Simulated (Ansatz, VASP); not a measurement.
**MnO2 in VASP and in Ansatz**

```
Mn O
1.0
    -1.61084    1.61084    5.60083
     1.61084   -1.61084    5.60083
     1.61084    1.61084   -5.60083
Mn O
2 4
Direct
  0.00000 0.00000 0.00000
  0.75000 0.25000 0.50000
  0.41650 0.41650 0.00000
  0.16650 0.66650 0.50000
  0.33350 0.83350 0.50000
  0.58350 0.58350 0.00000
```

Alike in both runs: task single point; functional PBE; k mesh 8 × 8 × 8; occupations gaussian, width 0.1 eV; collinear spin.

```csv
,VASP,Ansatz
version,VASP 6.6.1,Ansatz 0.2.0
potentials or method,"VASP PAW PBE potentials, release 64 (Mn_pv, O)","scalar-relativistic, plane waves, PAW"
plane-wave cutoff (eV),520,420
valence electrons in the cell,50,54
```

Ansatz gave:

* gap on the k mesh at the Fermi level (eV): none
* pressure (GPa): 19.4
* largest component of the traceless stress (GPa): 21.55
* rms of the force components (eV/Å): 0.046
* net moment per atom (μB): 1.52
* size of the moment on the site where the two differ most (μB): 4.25

Question: Which values does VASP return?

Answer: gap on the k mesh at the Fermi level (eV): none; pressure (GPa): 19.3; largest component of the traceless stress (GPa): 21.56; rms of the force components (eV/Å): 0.048; net moment per atom (μB): 1.52; size of the moment on the site where the two differ most (μB): 4.36.

Site moments also hang on the region over which each program counts them. Atom by atom the forces differ by 0.002 eV/Å (rms over components). A gap of «none» marks a metal or a gap that the smearing closes. The two sets of potentials don't hold the same shells in valence.

Caveats: so large a pressure means that the cell lies far from this level's equilibrium, or that cutoff or potentials fall short (VASP); semilocal functionals often make such compounds metallic where correlation or magnetic order opens a gap, which also shifts bond lengths.
